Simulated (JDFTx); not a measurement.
Crystal: ZrB2.

```xyz
3
Lattice="3.1700 0.0000 0.0000 -1.5850 2.7453 0.0000 0.0000 0.0000 3.5330" Properties=species:S:1:pos:R:3 pbc="T T T"
Zr    0.0000    0.0000    0.0000
B     1.5850    0.9151    1.7665
B     0.0000    1.8302    1.7665
```

Base run:

| Property | Result |
| --- | --- |
| Program | JDFTx 1.7.0 (patched build) |
| Functional | PBEsol |
| Potentials or basis | PseudoDojo-SR-PBEsol-0.4.1-standard with smoothed tails |
| Cutoff | 1034 eV |
| Density cutoff | 8272 eV |
| k mesh | 10 × 10 × 8 |
| Occupations | fermi-dirac, width 0.05 eV |
| Spin | no spin polarisation |

Its results: band gap on the k mesh none (metal or under the smearing width); pressure -3.7 GPa.

Question: The run is repeated on the same cell with these changes: functional from PBEsol to PBE; potentials or basis from PseudoDojo-SR-PBEsol-0.4.1-standard with smoothed tails to PseudoDojo-SR-PBE-0.4.1-standard with smoothed tails. What comes out?

Answer: Band gap on the k mesh none (metal or under the smearing width); pressure 0.8 GPa.

Caveats: the empty levels aren't tightly converged.
